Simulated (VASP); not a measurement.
# GeSe (Pnma) in VASP: further runs

The runs below take GeSe through relaxation of cell and atoms, with rev-vdW-DF2, PBE.

Program: VASP 6.6.1. These are calculated values, not measurements. Logs are shortened: lines on timing, memory, paths and dates and some standing lists are left out, and cuts for length are marked.

### Step 1. The structure

The structure is orthorhombic, space group Pnma (No. 62). The conventional cell has a = 10.790 Å, b = 3.820 Å, c = 4.380 Å, α = 90.00°, β = 90.00°, γ = 90.00°. Around Ge (site symmetry m) lie 3 Se at 2.54 to 2.58 Å. Around Se (site symmetry m) lie 3 Ge at 2.54 to 2.58 Å.

### Step 2. Relaxation of cell and atoms, rev-vdW-DF2

INCAR

```
AGGAC = 0.0
ALGO = Normal
EDIFF = 1E-6
EDIFFG = -0.01
ENCUT = 600
GGA = MK
IBRION = 2
ISIF = 3
ISMEAR = 0
KPAR = 2
LASPH = T
LCHARG = F
LREAL = F
LUSE_VDW = T
LWAVE = F
NELM = 80
NSW = 90
PARAM1 = 0.1234
PARAM2 = 0.711357
PREC = Accurate
SIGMA = 0.03
ZAB_VDW = -1.8867
```

KPOINTS

```
k-points
0
Gamma
  4 8 6
```

POSCAR

```
GeSe
1.0
   10.7900000000      0.0000000000      0.0000000000
    0.0000000000      3.8200000000      0.0000000000
    0.0000000000      0.0000000000      4.3800000000
Ge Se
4 4
Direct
    0.1210000000      0.7500000000      0.8940000000
    0.6210000000      0.7500000000      0.6060000000
    0.3790000000      0.2500000000      0.3940000000
    0.8790000000      0.2500000000      0.1060000000
    0.8520000000      0.7500000000      0.4970000000
    0.3520000000      0.7500000000      0.0030000000
    0.6480000000      0.2500000000      0.9970000000
    0.1480000000      0.2500000000      0.5030000000
```

Potentials or basis: VASP PAW PBE potentials, release 64 (Ge_d, Se).

Launch:

```sh
$ cat potpaw_PBE.64/Ge_d/POTCAR potpaw_PBE.64/Se/POTCAR > POTCAR
$ mpirun -np 2 vasp_std > vasp.out
```

OUTCAR:

```text
EDIFF = 1E-6
   EDIFFG = -0.01
   ENCUT = 600
   GGA = MK
   IBRION = 2
   ISIF = 3
   ISMEAR = 0
   LASPH = T
   LREAL = F
   NELM = 80
   NSW = 90
   PREC = Accurate

 ion  position               nearest neighbor table
   1  0.121  0.750  0.894-   6 2.54   8 2.58   8 2.58
   2  0.621  0.750  0.606-   5 2.54   7 2.58   7 2.58
   3  0.379  0.250  0.394-   8 2.54   6 2.58   6 2.58
   4  0.879  0.250  0.106-   7 2.54   5 2.58   5 2.58
   5  0.852  0.750  0.497-   2 2.54   4 2.58   4 2.58
   6  0.352  0.750  0.003-   1 2.54   3 2.58   3 2.58
   7  0.648  0.250  0.997-   4 2.54   2 2.58   2 2.58
   8  0.148  0.250  0.503-   3 2.54   1 2.58   1 2.58

  LATTYP: Found a simple orthorhombic cell.
 ALAT       =     3.8200000000
 B/A-ratio  =     1.1465968586
 C/A-ratio  =     2.8246073298

  Lattice vectors:

 A1 = (   0.0000000000,   3.8200000000,   0.0000000000)
 A2 = (   0.0000000000,   0.0000000000,   4.3800000000)
 A3 = (  10.7900000000,   0.0000000000,   0.0000000000)

Analysis of symmetry for initial positions (statically):
=====================================================================
 Subroutine PRICEL returns:
 Original cell was already a primitive cell.

 Routine SETGRP: Setting up the symmetry group for a
 simple orthorhombic supercell.

 Subroutine GETGRP returns: Found  8 space group operations
 (whereof  2 operations were pure point group operations)
 out of a pool of  8 trial point group operations.

The static configuration has the point symmetry S_2 .
 The point group associated with its full space group is D_2h.

Analysis of symmetry for dynamics (positions and initial velocities):
=====================================================================
 Subroutine PRICEL returns:
 Original cell was already a primitive cell.

 Routine SETGRP: Setting up the symmetry group for a
 simple orthorhombic supercell.

 Subroutine GETGRP returns: Found  8 space group operations
 (whereof  2 operations were pure point group operations)
 out of a pool of  8 trial point group operations.

The dynamic configuration has the point symmetry S_2 .
 The point group associated with its full space group is D_2h.

 Subroutine INISYM returns: Found  8 space group operations
 (whereof  2 operations are pure point group operations),
 and found     1 'primitive' translations

----------------------------------------------------------------------------------------

                                     Primitive cell

  volume of cell :     180.5340

  direct lattice vectors                    reciprocal lattice vectors
    10.790000000  0.000000000  0.000000000     0.092678406  0.000000000  0.000000000
     0.000000000  3.820000000  0.000000000     0.000000000  0.261780105  0.000000000
     0.000000000  0.000000000  4.380000000     0.000000000  0.000000000  0.228310502

  length of vectors
    10.790000000  3.820000000  4.380000000     0.092678406  0.261780105  0.228310502

  position of ions in fractional coordinates (direct lattice)
     0.121000000  0.750000000  0.894000000
     0.621000000  0.750000000  0.606000000
     0.379000000  0.250000000  0.394000000
     0.879000000  0.250000000  0.106000000
     0.852000000  0.750000000  0.497000000
     0.352000000  0.750000000  0.003000000
     0.648000000  0.250000000  0.997000000
     0.148000000  0.250000000  0.503000000

  ion indices of the primitive-cell ions
   primitive index   ion index
                 1           1
                 2           2
                 3           3
                 4           4
                 5           5
                 6           6
                 7           7
                 8           8

----------------------------------------------------------------------------------------

 KPOINTS: k-points

Automatic generation of k-mesh.
 Grid dimensions read from file:
 generate k-points for:    4    8    6

 Generating k-lattice:

  Cartesian coordinates                     Fractional coordinates (reciprocal lattice)
     0.023169601  0.000000000  0.000000000     0.250000000  0.000000000  0.000000000
     0.000000000  0.032722513  0.000000000     0.000000000  0.125000000  0.000000000
     0.000000000  0.000000000  0.038051750     0.000000000  0.000000000  0.166666667

  Length of vectors
     0.023169601  0.032722513  0.038051750

  Shift w.r.t. Gamma in fractional coordinates (k-lattice)
     0.000000000  0.000000000  0.000000000

 Subroutine IBZKPT returns following result:
 ===========================================

 Found     60 irreducible k-points:

 Following reciprocal coordinates:
            Coordinates               Weight
  0.000000  0.000000  0.000000      1.000000
  0.250000  0.000000  0.000000      2.000000
  0.500000  0.000000  0.000000      1.000000
  0.000000  0.125000  0.000000      2.000000
  0.250000  0.125000  0.000000      4.000000
  0.500000  0.125000  0.000000      2.000000
[... 16 lines left out ...]
  0.250000  0.250000  0.166667      8.000000
  0.500000  0.250000  0.166667      4.000000
 [... further k-points ...]
   k-points           NKPTS =     60   k-points in BZ     NKDIM =     60   number of bands    NBANDS=     48
   number of dos      NEDOS =    301   number of ions     NIONS =      8
   total plane-waves  NPLWV = 103680
   dimension x,y,z NGX =    90 NGY =   32 NGZ =   36
   dimension x,y,z NGXF=   180 NGYF=   64 NGZF=   72
   ions per type =               4   4
   NGX,Y,Z   is equivalent  to a cutoff of  13.87, 13.93, 13.66 a.u.
   NGXF,Y,Z  is equivalent  to a cutoff of  27.73, 27.85, 27.33 a.u.
 SYSTEM =  unknown system
   PREC   = accura    normal or accurate (medium, high low for compatibility)
   ISTART =      0    job   : 0-new  1-cont  2-samecut
   ICHARG =      2    charge: 1-file 2-atom 10-const
   ISPIN  =      1    spin polarized calculation?
   LNONCOLLINEAR =      F non collinear calculations
   LSORBIT =      F    spin-orbit coupling
   LASPH  =      T    aspherical Exc in radial PAW
   ENCUT  =  600.0 eV  44.10 Ry    6.64 a.u.  21.55  7.63  8.75*2*pi/ulx,y,z
   NELM   =     80;   NELMIN=  2; NELMDL= -5     # of ELM steps
   EDIFF  = 0.1E-05   stopping-criterion for ELM
   LREAL  =      F    real-space projection
   EDIFFG = -.1E-01   stopping-criterion for IOM
   NSW    =     90    number of steps for IOM
   IBRION =      2    ionic relax: 0-MD 1-quasi-New 2-CG
   NFREE  =      1    steps in history (QN), initial steepest desc. (CG)
   ISIF   =      3    stress and relaxation
   ISYM   =      2    0-nonsym 1-usesym 2-fastsym
   POTIM  = 0.5000    time-step for ionic-motion
   TEBEG  =    0.0;   TEEND  =   0.0 temperature during run
   PSTRESS=    0.0 pullay stress
   NELECT =      80.0000    total number of electrons
   NUPDOWN=      -1.0000    fix difference up-down
   EMIN   =  10.00;   EMAX   =-10.00  energy-range for DOS
   EFERMI =   0.00;   METHOD = LEGACY
   ISMEAR =     0;   SIGMA  =   0.03  broadening in eV -4-tet -1-fermi 0-gaus
   EFERMI_NEDOS =   21; number of points for ismear=-14 and -15
   IALGO  =     38    algorithm
   IMIX   =      4    mixing-type and parameters
     AMIX     =   0.40;   BMIX     =  1.00
     AMIX_MAG =   1.60;   BMIX_MAG =  1.00
  volume/ion in A,a.u.               =      22.57       152.29
  Fermi-wavevector in a.u.,A,eV,Ry     =   1.248107  2.358580 21.194766  1.557771
  Thomas-Fermi vector in A             =   2.382209
   LORBIT       =      0    0 simple, 1 ext, 2 COOP (PROOUT), +10 PAW based schemes
   GGA     = MK    functional components
   LHFCALC =     F    Hartree Fock is set to
   AEXX    =    0.0000 exact exchange contribution
   IVDW_NL    =     1    kernel type
   BPARAM     = 6.3000
   IVDW    =     0    specifies the selected vdW correction
   LEPSILON=     F    determine dielectric tensor
   LRPA    =     F    only Hartree local field effects (RPA)
 conjugate gradient relaxation of ions
 non-spin polarized calculation
 Gauss-broadening in eV      SIGMA  =   0.03
  energy-cutoff  :      600.00
  volume of cell :      180.53
 maximum number of plane-waves:      6072
 NGX is ok and might be reduce to    90
   NGX = 43   NGY = 15   NGZ = 17

--------------------------------------- Ionic step        1  -------------------------------------------

 number of electron      79.9999967 magnetization

 Free energy of the ion-electron system (eV)
  ---------------------------------------------------
  ext. energy  EPLUGINS =         0.00000000
  ---------------------------------------------------
  free energy    TOTEN  =       -16.63465961 eV

  energy without entropy =      -16.63465961  energy(sigma->0) =      -16.63465961

 E-fermi :   4.6098     XC(G=0): -10.0701

 val. band max:        4.4306545991   @ k =   0.0000   0.0000   0.3333
 cond. band min:       5.0623652866   @ k =   0.0000   0.0000   0.0000
 fundamental gap:      0.6317106876
 Fermi energy:         4.6098084707

 k-point     1 :       0.0000    0.0000    0.0000
  band No.  band energies     occupation
      1     -20.1612      2.00000
      2     -20.1583      2.00000
      3     -20.1575      2.00000
      4     -20.1563      2.00000
      5     -20.1559      2.00000
      6     -20.1556      2.00000
[... 1213 lines left out ...]
     47       8.0244      0.00000
     48       8.0244      0.00000

 [... further k-points ...]

------------------------ aborting loop because EDIFF is reached ----------------------------------------

  FORCE on cell =-STRESS in cart. coord.  units (eV):
  Direction    XX          YY          ZZ          XY          YZ          ZX
  --------------------------------------------------------------------------------------
  -------------------------------------------------------------------------------------
  Total        3.4635761      2.6398822      1.9496307      0.0000000      0.0000000      0.0000000
  in kB       30.7380561     23.4280540     17.3023077      0.0000000      0.0000000      0.0000000
  external PRESSURE =      23.8228059 kB  Pullay stress =       0.0000000 kB
[... 115 lines left out ...]
  energy  without entropy=      -16.6911289101  energy(sigma->0) =      -16.69112891

Total vdW correction in eV:     13.3518307

[... ionic steps 4 to 15 ...]

--------------------------------------- Ionic step       16  -------------------------------------------

 number of electron      80.0000044 magnetization

------------------------ aborting loop because EDIFF is reached ----------------------------------------
[... 83 lines left out ...]
--------------------------------------- Ionic step       18  -------------------------------------------

 number of electron      80.0000040 magnetization

 Free energy of the ion-electron system (eV)
  ---------------------------------------------------
  ext. energy  EPLUGINS =         0.00000000
  ---------------------------------------------------
  free energy    TOTEN  =       -16.69884621 eV

  energy without entropy =      -16.69884621  energy(sigma->0) =      -16.69884621

 E-fermi :   4.2321     XC(G=0):  -9.8880

 val. band max:        4.0444325929   @ k =   0.0000   0.0000   0.3333
 cond. band min:       4.6875815380   @ k =   0.0000   0.0000   0.0000
 fundamental gap:      0.6431489451
 Fermi energy:         4.2321355629

 k-point     1 :       0.0000    0.0000    0.0000
  band No.  band energies     occupation
      1     -20.5589      2.00000
      2     -20.5569      2.00000
      3     -20.5563      2.00000
      4     -20.5551      2.00000
      5     -20.5549      2.00000
      6     -20.5547      2.00000
[... 1213 lines left out ...]
     47       7.5783      0.00000
     48       7.5783      0.00000

 [... further k-points ...]

------------------------ aborting loop because EDIFF is reached ----------------------------------------

  FORCE on cell =-STRESS in cart. coord.  units (eV):
  Direction    XX          YY          ZZ          XY          YZ          ZX
  --------------------------------------------------------------------------------------
  -------------------------------------------------------------------------------------
  Total       -0.0730667      0.0411878     -0.0636180      0.0000000      0.0000000      0.0000000
  in kB       -0.6231981      0.3512974     -0.5426085      0.0000000      0.0000000      0.0000000
  external PRESSURE =      -0.2715031 kB  Pullay stress =       0.0000000 kB
[... 27 lines left out ...]
  energy  without entropy=      -16.6988462116  energy(sigma->0) =      -16.69884621

Total vdW correction in eV:     13.3795100

 reached required accuracy - stopping structural energy minimisation
```

Wall time 48 min (2 MPI ranks of Intel Xeon Platinum 8488C (Sapphire Rapids), shared host); peak memory 1.1 GiB.

What came out:

```yaml
Free_energy: -16.6988 eV
Relaxed_volume: 23.48 Å³/atom
Relaxed_cell: a = 11.001 Å, b = 3.886 Å, c = 4.394 Å, α = 90.00°, β = 90.00°, γ = 90.00°
Space_group_after_relaxing_to_0.05_Å: Pnma (No. 62)
Energy_gained_by_relaxing: 8.0 meV/atom
Ionic_steps: 18
Pressure_after_relaxing: 0.0 GPa
Largest_force_after_relaxing: 0.008 eV/Å
Band_gap_on_the_k_mesh: 0.64 eV, indirect (least direct gap 0.86 eV)
```

Forces in eV/Å, atoms in the order of the input:
```
Ge   0.000  0.000 -0.008
Ge   0.000  0.000  0.008
Ge   0.000  0.000 -0.008
Ge   0.000  0.000  0.008
Se  -0.003  0.000  0.003
Se  -0.003  0.000 -0.003
Se   0.003  0.000  0.003
Se   0.003  0.000 -0.003
```

The path:
```csv
step,energy change (eV),largest force (eV/Å),pressure (GPa),volume (Å³)
1,0.0000,0.2887,2.38,180.53
2,-0.0468,0.1972,-0.91,189.44
3,-0.0565,0.0819,-0.01,186.74
4,-0.0565,0.0773,0.05,186.61
5,-0.0585,0.0556,0.06,186.78
6,-0.0600,0.0338,0.07,187.03
7,-0.0601,0.0401,0.06,187.09
8,-0.0609,0.0305,0.01,187.46
9,-0.0610,0.0256,-0.06,187.75
10,-0.0617,0.0227,-0.08,187.75
11,-0.0630,0.0190,-0.06,187.76
12,-0.0624,0.0336,0.09,187.79
13,-0.0633,0.0219,0.07,187.77
14,-0.0633,0.0368,-0.12,188.39
15,-0.0635,0.0254,-0.09,188.06
16,-0.0638,0.0263,0.01,187.80
17,-0.0638,0.0263,0.04,187.79
18,-0.0642,0.0085,-0.03,187.85
```

Final structure:
```
CELL_PARAMETERS angstrom
11.00123 0.00000 0.00000
0.00000 3.88641 0.00000
0.00000 0.00000 4.39353
ATOMIC_POSITIONS crystal
Ge 0.12363 0.75000 0.89094
Ge 0.62363 0.75000 0.60906
Ge 0.37637 0.25000 0.39094
Ge 0.87637 0.25000 0.10906
Se 0.85491 0.75000 0.50230
Se 0.35491 0.75000 0.99770
Se 0.64509 0.25000 0.00230
Se 0.14509 0.25000 0.49770
```

Caveat: the PAW data sets were made with another functional, which shifts forces and pressure a little. A k mesh can miss the band edges.

### Step 3. Relaxation of cell and atoms, rev-vdW-DF2

This run uses another cell than the first one, of 23.48 Å³/atom, 1.041 times its volume.

Changes to INCAR since step 2:

```diff
@@ -2,4 +2,4 @@
 ALGO = Normal
-EDIFF = 1E-6
-EDIFFG = -0.01
+EDIFF = 1E-7
+EDIFFG = -0.005
 ENCUT = 600
```

KPOINTS is that of step 2.

POSCAR

```
GeSe                                    
1.0
   11.0012269828      0.0000000000      0.0000000000
    0.0000000000      3.8864098220      0.0000000000
    0.0000000000      0.0000000000      4.3935344968
  Ge              Se            
     4     4
Direct
     0.1236324356964204    0.7500000000000000    0.8909371021697852
     0.6236324356964201    0.7500000000000000    0.6090628978302148
     0.3763675643035796    0.2500000000000000    0.3909371021697849
     0.8763675643035799    0.2500000000000000    0.1090628978302150
     0.8549102197535956    0.7500000000000000    0.5022974104036307
     0.3549102197535958    0.7500000000000000    0.9977025895963694
     0.6450897802464044    0.2500000000000000    0.0022974104036308
     0.1450897802464042    0.2500000000000000    0.4977025895963692
```

Potentials or basis: VASP PAW PBE potentials, release 64 (Ge_d, Se).

Launch:

```sh
$ cat potpaw_PBE.64/Ge_d/POTCAR potpaw_PBE.64/Se/POTCAR > POTCAR
$ mpirun -np 2 vasp_std > vasp.out
```

It took 48 min on 2 MPI ranks of Intel Xeon Platinum 8488C (Sapphire Rapids), shared host; peak memory 1.2 GiB.

It converged, with:

```
Free energy                            : -16.6997 eV
Relaxed volume                         : 23.45 Å³/atom
Relaxed cell                           : a = 10.996 Å, b = 3.890 Å, c = 4.386 Å, α = 90.00°, β = 90.00°, γ = 90.00°
Space group after relaxing (to 0.05 Å) : Pnma (No. 62)
Energy gained by relaxing              : 0.0 meV/atom
Ionic steps                            : 19
Pressure after relaxing                : 0.0 GPa
Largest force after relaxing           : 0.004 eV/Å
Band gap on the k mesh                 : 0.64 eV, indirect (least direct gap 0.88 eV)
```

Forces in eV/Å, atoms in the order of the input:
```
Ge  -0.002  0.000 -0.004
Ge  -0.002  0.000  0.004
Ge   0.002  0.000 -0.004
Ge   0.002  0.000  0.004
Se   0.001  0.000  0.001
Se   0.001  0.000 -0.001
Se  -0.001  0.000  0.001
Se  -0.001  0.000 -0.001
```

The path:
```tsv
step	energy change (eV)	largest force (eV/Å)	pressure (GPa)	volume (Å³)
1	0.0000	0.0085	-0.02	187.85
2	-0.0001	0.0071	0.00	187.77
3	-0.0001	0.0086	0.02	187.72
4	-0.0001	0.0073	0.00	187.76
5	-0.0001	0.0070	-0.02	187.80
6	-0.0002	0.0082	-0.07	187.87
7	-0.0002	0.0072	-0.03	187.82
8	-0.0002	0.0086	-0.02	187.71
9	-0.0002	0.0119	0.02	187.48
10	-0.0003	0.0094	0.03	187.45
11	-0.0003	0.0046	0.03	187.38
12	-0.0003	0.0043	0.02	187.36
13	-0.0003	0.0065	0.00	187.43
14	-0.0003	0.0095	-0.02	187.51
15	-0.0003	0.0086	-0.03	187.52
16	-0.0004	0.0059	0.00	187.53
17	-0.0004	0.0044	0.04	187.55
18	-0.0004	0.0040	0.04	187.54
19	-0.0004	0.0039	0.02	187.58
```

Final structure:
```xyz
8
Lattice="10.9956 0.0000 0.0000 0.0000 3.8898 0.0000 0.0000 0.0000 4.3858" Properties=species:S:1:pos:R:3 pbc="T T T"
Ge    1.3578    2.9173    3.9002
Ge    6.8556    2.9173    2.6785
Ge    4.1400    0.9724    1.7073
Ge    9.6378    0.9724    0.4856
Se    9.4005    2.9173    2.2117
Se    3.9027    2.9173    4.3670
Se    7.0930    0.9724    0.0188
Se    1.5951    0.9724    2.1741
```

Levels at points of the mesh, in eV from the valence-band top:
```csv
k point,band 37,band 38,band 39,band 40,band 41,band 42,band 43,band 44
"(0.00, 0.00, 0.00)",-1.39,-1.17,-0.81,-0.24,0.64,2.68,2.73,2.77
"(0.50, 0.00, 0.00)",-1.69,-1.69,-0.45,-0.45,2.36,2.36,2.45,2.45
"(0.00, 0.50, 0.00)",-1.34,-1.34,-1.17,-1.17,1.10,1.10,1.18,1.18
"(0.50, 0.50, 0.00)",-1.47,-1.47,-1.47,-1.47,1.46,1.46,1.46,1.46
"(0.00, 0.00, 0.50)",-0.95,-0.95,-0.40,-0.40,1.20,1.20,1.86,1.86
"(0.50, 0.00, 0.50)",-0.56,-0.56,-0.55,-0.55,1.25,1.25,1.89,1.89
"(0.00, 0.50, 0.50)",-2.21,-2.21,-1.52,-1.52,2.80,2.80,3.26,3.26
"(0.50, 0.50, 0.50)",-1.52,-1.52,-1.52,-1.52,2.56,2.56,2.56,2.56
```

Caveat: the PAW data sets were made with another functional, which shifts forces and pressure a little. A k mesh can miss the band edges.

(Continued in part 2 of 2.)
